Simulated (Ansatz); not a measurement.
## HfO2: checking a database structure before trusting its electric field gradients

The cell is a structure deposited in the COD, taken as it stands.

Space group P2_1/c (No. 14); a = 5.1156, b = 5.1722, c = 5.2948 Å, β = 99.18°.

```csv
site,Wyckoff,site symmetry,x,y,z
Hf,4e,1,0.2759,0.0412,0.2078
O5,4e,1,0.0730,0.3460,0.3320
O9,4e,1,0.4460,0.7480,0.4880
```

One atom of each set is listed.

All values are calculated (Ansatz; DFT, PBE, plane waves and PAW (field gradients read without the response of the frozen cores, which leaves them typically 4 to 6 % off), scalar-relativistic, 420 eV cutoff, Γ-centred 5×5×5 k-points, Fermi–Dirac smearing 0.02 eV), not measured.

(1) Do the atoms and the cell lie near the calculated equilibrium?

Answers

(1) Not quite. The largest force is 1.2 eV/Å, on atom 9 (O: 4 Hf at 2.16–2.25 Å), and the pressure is 4.7 GPa. Relaxing the atoms is still advisable, since electric field gradients respond to shifts of a few hundredths of an ångström.
